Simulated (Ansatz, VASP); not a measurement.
## One calculation of Sb, two programs

```
Sb
1.0
     3.14809    0.00000    0.00000
     0.00000    3.14809    0.00000
     0.00000    0.00000    3.14809
Sb
1
Cartesian
  0.0000 0.0000 0.0000
```

Alike in both runs: task single point; functional r2SCAN; k mesh 14 × 14 × 14; occupations gaussian, width 0.1 eV; no spin polarisation.

```csv
,VASP,Ansatz
version,VASP 6.6.1,Ansatz 0.2.0
potentials or method,"VASP PAW PBE potentials, release 64 (Sb)","scalar-relativistic, plane waves, PAW"
plane-wave cutoff (eV),520,500
valence electrons in the cell,5,15
```

```csv
,VASP,Ansatz,Ansatz less VASP
gap on the k mesh at the Fermi level (eV),none,none,-
pressure (GPa),-3.0,-3.0,+0.01
```

A gap of «none» marks a metal or a gap that the smearing closes. The two sets of potentials don't hold the same shells in valence.

Caveats: the PAW data sets were made with another functional, which shifts forces and pressure a little (VASP). Spin-orbit coupling is left out, which matters for the levels of Sb.
